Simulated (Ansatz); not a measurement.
Two isomers of C4H6: A = `CC1=CC1`, B = `C1[C@H]2C[C@@H]12`.

Gas-phase electronic energies from Ansatz, PBE0-D4/def2-TZVP geometries. CBS: MP2 limit from def2 TZ/QZ plus the TZ coupled-cluster correction, frozen cores. DFT in def2-TZVPP. B3LYP here is the variant with VWN-RPA as its local correlation; programs differ in this.

Task: Which isomer does CCSD(T)/CBS put lower? Give the gap. (Best estimate.)

Result: Computed: B, by 4.4 kcal/mol.

Task: Give E(B) − E(A) in kcal/mol with LDA (SPW92), CCSD(T)/def2-TZVPP, MP2/def2-TZVPP, B3LYP, r2SCAN-D4, PBE0-D4, B3LYP-D4. (Estimate.)

Result: Ansatz gave: LDA (SPW92) -9.1, CCSD(T)/def2-TZVPP -4.5, MP2/def2-TZVPP -6.8, B3LYP -1.3, r2SCAN-D4 -5.7, PBE0-D4 -6.8, B3LYP-D4 -1.4. None reverses the order clearly.

Task: Does the order hold for the free energy at 298.15 K (harmonic terms from PBE0-D4)? (Best estimate.)

Result: Computed: Yes: G(B) − G(A) = -1.9 kcal/mol.

Largest T1 diagnostic: 0.010.

From PBE to PBE0 (25 % exact exchange), in def2-TZVPP and without D4, E(B) − E(A) moves by −1.8 kcal/mol. In def2-TZVPP, CCSD(T) changes the Hartree–Fock value by −3.2 kcal/mol (the triples alone add +0.0 kcal/mol) and MP2 by −5.5 kcal/mol.
